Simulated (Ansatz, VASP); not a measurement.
# AlN in VASP and in Ansatz

INCAR

```
SYSTEM = AlN
ALGO     = Normal         ! electronic algorithm
EDIFF    = 1E-7           ! SCF threshold, eV
ENCUT    = 520            ! plane-wave cutoff, eV
GGA      = PE             ! functional
ISIF     = 2              ! what is computed and relaxed
ISMEAR   = -1             ! smearing method
LASPH    = .True.         ! aspherical terms in the spheres
LCHARG   = .False.        ! write CHGCAR
LREAL    = .False.        ! projectors in reciprocal space
LWAVE    = .False.        ! write WAVECAR
NBANDS   = 11             ! bands
NELM     = 100            ! most SCF steps
PREC     = Accurate       ! precision mode
SIGMA    = 0.02           ! smearing width, eV
```

Contents of KPOINTS:

```
k-points
0
Gamma
  10 10 10
  0 0 0
```

Contents of POSCAR:

```
AlN
1.0
    0.0000000000      2.0188684697      2.0188684697
    2.0188684697      0.0000000000      2.0188684697
    2.0188684697      2.0188684697      0.0000000000
Al N
1 1
Direct
    0.0000000000      0.0000000000      0.0000000000
    0.5000000000      0.5000000000      0.5000000000
```

Input for Ansatz:

```yaml
crystal:
  lattice:
    - [0.0, 2.0188684697, 2.0188684697]
    - [2.0188684697, 0.0, 2.0188684697]
    - [2.0188684697, 2.0188684697, 0.0]
  atoms:
    - { symbol: Al, position: [0.0, 0.0, 0.0] }
    - { symbol: "N", position: [0.5, 0.5, 0.5] }
kpoints:
  mp_grid: { grid: [10, 10, 10] }
  band_path:
    path:
      - [0.0, 0.0, 0.0]
      - [0.5, 0.0, 0.5]
      - [0.625, 0.25, 0.625]
      - [0.375, 0.375, 0.75]
      - [0.5, 0.5, 0.5]
      - [0.5, 0.25, 0.75]
      - [0.0, 0.5, 0.5]
    npoints: 1
hamiltonian:
  xc: pbe
scf:
  occupations: { method: fermi_dirac, width: 0.02 }
  n_extra_bands: 4
output:
  forces: true
  stress: true
  eigenvalues: true
```

The cell was built by a generator and needn't be a form met in nature.

Alike in both runs: task single point; functional PBE; k mesh 10 × 10 × 10; occupations fermi-dirac, width 0.02 eV; no spin polarisation.

|  | VASP | Ansatz |
| --- | --- | --- |
| version | VASP 6.6.1 | Ansatz 0.2.0 |
| potentials or method | VASP PAW PBE potentials, release 64 (Al, N) | plane waves, PAW |
| plane-wave cutoff (eV) | 520 | 420 |
| valence electrons in the cell | 8 | 8 |

|  | VASP | Ansatz | Ansatz less VASP |
| --- | --- | --- | --- |
| gap on the k mesh at the Fermi level (eV) | 4.65 | 4.67 | +0.023 |
| pressure (GPa) | 6.1 | 6.4 | +0.30 |

A k mesh can miss the band edges. A hybrid or GW would open this gap; PBE tends to underestimate it.
